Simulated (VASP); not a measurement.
# LiH (I-4m2) in VASP: settings compared, part 2 of 2

VASP 6.6.1. The steps go on from the part before.

### Step 5. Single point, r2SCAN (biaxial_xy strain -2.3%)

The input, POSCAR:

```
LiH
1.0
    0.0000000000      2.0962132280      2.1451220099
    2.0962132280      0.0000000000      2.1451220099
    2.0962132280      2.0962132280      0.0000000000
Li H
1 1
Direct
    0.0000000000      0.0000000000      0.0000000000
    0.2500000000      0.2500000000      0.2500000000
```

The input, INCAR.step1:

```
PREC = Accurate ; ENCUT = 520
ISMEAR = 0 ; SIGMA = 0.01
LREAL = False ; LASPH = True
NELM = 100 ; NBANDS = 9
GGA = PE ; ALGO = Normal
EDIFF = 1E-4 ; LWAVE = True
LCHARG = False
```

The input, INCAR.step2:

```
PREC = Accurate ; ENCUT = 520
EDIFF = 1E-6 ; ISMEAR = 0
SIGMA = 0.01 ; LREAL = False
LASPH = True ; NELM = 100
ALGO = Normal ; ISIF = 2
LWAVE = False ; LCHARG = False
METAGGA = R2SCAN ; LMIXTAU = True
NBANDS = 9 ; ISTART = 1
```

The input, KPOINTS:

```
Automatic mesh
0
Gamma
  10 10 10
```

Potentials or basis: VASP PAW PBE potentials, release 64 (Li_sv, H).

Command:

```
cat potpaw_PBE.64/Li_sv/POTCAR potpaw_PBE.64/H/POTCAR > POTCAR
cp INCAR.step1 INCAR
mpirun -np 1 vasp_std > vasp.out
cp INCAR.step2 INCAR
mpirun -np 1 vasp_std > vasp.out
```

OUTCAR:

```text
PREC = Accurate
   ENCUT = 520
   EDIFF = 1E-6
   ISMEAR = 0
   LREAL = False
   LASPH = True
   NELM = 100
   ISIF = 2
   METAGGA = R2SCAN
   ISTART = 1

 ion  position               nearest neighbor table
   1  0.000  0.000  0.000-
   2  0.250  0.250  0.250-

  LATTYP: Found a body centered tetragonal cell.
 ALAT       =     2.9644931767
 C/A-ratio  =     1.4472099493

  Lattice vectors:

 A1 = (  -2.0962132280,   0.0000000000,   2.1451220099)
 A2 = (   2.0962132280,   0.0000000000,   2.1451220099)
 A3 = (   0.0000000000,   2.0962132280,  -2.1451220099)

Analysis of symmetry for initial positions (statically):
=====================================================================
 Subroutine PRICEL returns:
 Original cell was already a primitive cell.

 Routine SETGRP: Setting up the symmetry group for a
 body centered tetragonal supercell.

 Subroutine GETGRP returns: Found  8 space group operations
 (whereof  8 operations were pure point group operations)
 out of a pool of 16 trial point group operations.

The static configuration has the point symmetry D_2d.

Analysis of symmetry for dynamics (positions and initial velocities):
[... 167 lines left out ...]

 k-point     1 :       0.0000    0.0000    0.0000
  band No.  band energies     occupation
      1     -46.4282      2.00000
      2      -5.6167      2.00000
      3      12.7595      0.00000
      4      17.5288      0.00000
      5      17.5581      0.00000
      6      17.5586      0.00000
      7      19.2367      0.00000
      8      19.2368      0.00000
      9      19.2384      0.00000
[... 265 lines left out ...]
 k-point    24 :       0.4000    0.3000    0.0000
  band No.  band energies     occupation
      1     -46.4001      2.00000
      2      -3.2385      2.00000
      3       6.7443      0.00000
      4       9.8995      0.00000
      5      11.1235      0.00000
      6      12.9353      0.00000
      7      18.8854      0.00000
      8      27.6875      0.00000
      9      28.6568      0.00000

 [... further k-points ...]

------------------------ aborting loop because EDIFF is reached ----------------------------------------

  FORCE on cell =-STRESS in cart. coord.  units (eV):
  Direction    XX          YY          ZZ          XY          YZ          ZX
  --------------------------------------------------------------------------------------
  -------------------------------------------------------------------------------------
  Total        0.1489306      0.1489306      0.1057792      0.0000000      0.0000000     -0.0000000
  in kB       12.6573183     12.6573183      8.9899608      0.0000000      0.0000000     -0.0000000
  external PRESSURE =      11.4348658 kB  Pullay stress =       0.0000000 kB

 VOLUME and BASIS-vectors are now :
 -----------------------------------------------------------------------------
  energy-cutoff  :      520.00
  volume of cell :       18.85
      direct lattice vectors                 reciprocal lattice vectors
     0.000000000  2.096213228  2.145122010    -0.238525353  0.238525353  0.233086975
     2.096213228  0.000000000  2.145122010     0.238525353 -0.238525353  0.233086975
     2.096213228  2.096213228  0.000000000     0.238525353  0.238525353 -0.233086975

 POSITION                                       TOTAL-FORCE (eV/Angst)
 -----------------------------------------------------------------------------------
      0.00000      0.00000      0.00000        -0.000000     -0.000000      0.000000
      1.04811      1.04811      1.07256         0.000000      0.000000     -0.000000
 -----------------------------------------------------------------------------------
    total drift:                                0.000000      0.000000      0.000000

  FREE ENERGIE OF THE ION-ELECTRON SYSTEM (eV)
  ---------------------------------------------------
  free  energy   TOTEN  =        -6.7056352378 eV

  energy  without entropy=       -6.7056352378  energy(sigma->0) =       -6.70563524
```

OSZICAR.step1:

```text
N       E                     dE             d eps       ncg     rms          rms(c)
DAV:   1    -0.122414860108E+01   -0.12241E+01   -0.13960E+03  1868   0.408E+02
DAV:   2    -0.629504350501E+01   -0.50709E+01   -0.50423E+01  2642   0.550E+01
DAV:   3    -0.637074645505E+01   -0.75703E-01   -0.75660E-01  2184   0.584E+00
DAV:   4    -0.637131475496E+01   -0.56830E-03   -0.56819E-03  2577   0.431E-01
DAV:   5    -0.637132091641E+01   -0.61615E-05   -0.61614E-05  2217   0.274E-02    0.334E+00
DAV:   6    -0.609952726403E+01    0.27179E+00   -0.25419E-01  1949   0.143E+00    0.164E+00
DAV:   7    -0.602174327801E+01    0.77784E-01   -0.29140E-01  2071   0.174E+00    0.288E-01
DAV:   8    -0.602682762063E+01   -0.50843E-02   -0.10950E-02  2157   0.536E-01    0.518E-02
DAV:   9    -0.602678536398E+01    0.42257E-04   -0.22688E-04  2379   0.705E-02
   1 F= -.60267854E+01 E0= -.60267854E+01  d E =-.501494E-92
```

It took 26 s on 1 thread of Intel Xeon 6975P-C (Granite Rapids), shared host; peak memory 0.14 GiB.

Results:

* Free energy: -6.7056 eV
* Band gap on the k mesh: 4.84 eV, indirect (least direct gap 5.96 eV)

Caveat: the cutoff is under 1.25 times the usual one of these potentials, so pressure, stress and relaxed cells hold a basis-set (Pulay) error; the PAW data sets were made with another functional, which shifts forces and pressure a little.

### Step 6. Summary

```csv
level,cell,k mesh,exchange at q = 0,grid for exact exchange (PRECFOCK),screening parameter,gap on the mesh (eV)
r2SCAN,uniaxial_x strain +1.2%,10 × 10 × 10,-,-,-,4.78
HSE06,shear_111 strain -4.9%,8 × 8 × 8,truncated,Normal,0.2079 1/A,5.27
r2SCAN,shear_111 strain -4.9%,10 × 10 × 10,-,-,-,4.83
r2SCAN,biaxial_xy strain -2.3%,10 × 10 × 10,-,-,-,4.84
```

Alike in all rows: task single point; potentials or basis VASP PAW PBE potentials, release 64 (Li_sv, H); no spin polarisation; cutoff (eV) 520; smearing gaussian 0.01 eV.

Caveats: the cutoff is under 1.25 times the usual one of these potentials, so pressure, stress and relaxed cells hold a basis-set (Pulay) error; the PAW data sets were made with another functional, which shifts forces and pressure a little.

Absolute energies hang on the potentials; compare differences alone.
